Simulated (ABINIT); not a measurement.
Crystal: Ag.

```
Ag
1.0
     2.93000    0.00000    0.00000
    -1.46500    2.53745    0.00000
     0.00000    0.00000    4.79000
Ag
2
Cartesian
  1.4650 0.8458 3.5925
  0.0000 1.6916 1.1975
```

This isn't the form of Ag at room conditions, which is fcc.

Base run:

* Program: ABINIT 10.8.3 (patched build)
* Functional: LDA
* Potentials or basis: JTH PAW PBE v2.0
* Cutoff: 544 eV
* k mesh: 10 × 10 × 6
* Occupations: fermi-dirac, width 0.05 eV
* Spin: no spin polarisation

Its results: band gap on the k mesh none (metal or under the smearing width); pressure -10.3 GPa.

Question: After a change of settings the same cell gave: band gap on the k mesh none (metal or under the smearing width); pressure 3.5 GPa. Which change was it?
A. functional from LDA to BLYP
B. functional from LDA to r2SCAN
C. functional from LDA to SCAN
D. functional from LDA to revPBE

Answer: D.

revPBE binds less tightly than LDA, so the same cell stands under more pressure.

Caveats: the PAW data sets were made with another functional, which shifts forces and pressure a little.

Runs at the PBE level aren't shown here.
